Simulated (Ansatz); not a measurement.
Epitaxial strain in BeS: moduli and critical thickness

These are results of DFT PBEsol, scalar-relativistic, plane waves, PAW (Ansatz), not measurements. Settings: 420 eV cutoff, 8×8×6 k-mesh, Gaussian smearing of 0.02 eV, no spin polarisation.

Reference structure (relaxed):

```
CELL_PARAMETERS angstrom
2.41885 2.41885 0.00000
-2.41885 2.41885 0.00000
0.00000 0.00000 4.83771
ATOMIC_POSITIONS crystal
Be 0.00000 0.00000 0.00000
Be 0.50000 0.50000 0.50000
S 0.50000 0.00000 0.25000
S 0.00000 0.50000 0.75000
```

The a-b plane is strained alike in both directions, as on a substrate, while c and the atoms relax within the symmetry that the strain leaves. Stress is positive in compression; energies are free energies at the smearing used, per atom.

```
strain (%) c (Å)  σ in plane (GPa)  ΔE (meV/atom)
      -4.5  5.0089              9.21          34.43
      -3.0  4.9533              5.81          14.80
      -1.5  4.8965              2.75           3.59
      +0.0  4.8377              0.02           0.00
      +1.5  4.7780             -2.44           3.28
      +3.0  4.7159             -4.64          12.74
      +4.5  4.6517             -6.61          27.77
```

Problem. Get the biaxial modulus twice, from the stresses and from the energies of the innermost pair.

Solution. From stress: M = −Δσ/Δε = (2.75 − (-2.44)) / 0.030 = 173 GPa. Two in-plane directions each store σε/2, so the energy density is Mε²: M = (mean ΔE)/(V ε²) = 3.43 meV / (14.152 Å³ × 0.015²) × 0.16022 GPa Å³/meV = 173 GPa. The two agree.

Problem. How well does Mε², with M from the stresses, predict the outermost points?

Solution. 31.0 meV predicted against 34.4 computed at -4.5 %; 31.0 meV predicted against 27.8 computed at +4.5 %. Compression costs more than stretching, the usual sign of bonds that stiffen as they shorten.

Problem. How does c respond, and up to what thickness can a film with 1 % or 2 % misfit stay coherent on a thick substrate?

Solution. c answers with ε_c = −0.82 ε. In an isotropic solid that ratio is 2ν/(1 − ν), so ν = r/(2 + r) = 0.29. A film of thickness h stores Mε²h per area, 17.3 mJ/m² per nm at 1 %. The Matthews–Blakeslee balance for pure edge misfit dislocations, h = b/(8πf(1 + ν)) × (ln(h/b) + 1), with b taken as the in-plane vector a = 3.42 Å, solved by iteration, gives 3.5 nm at f = 1 % and 1.2 nm at 2 %. This is an isotropic estimate in which the moduli cancel; the real Burgers vector, glide system, anisotropy and slow kinetics can shift it by a factor of a few, mostly upward.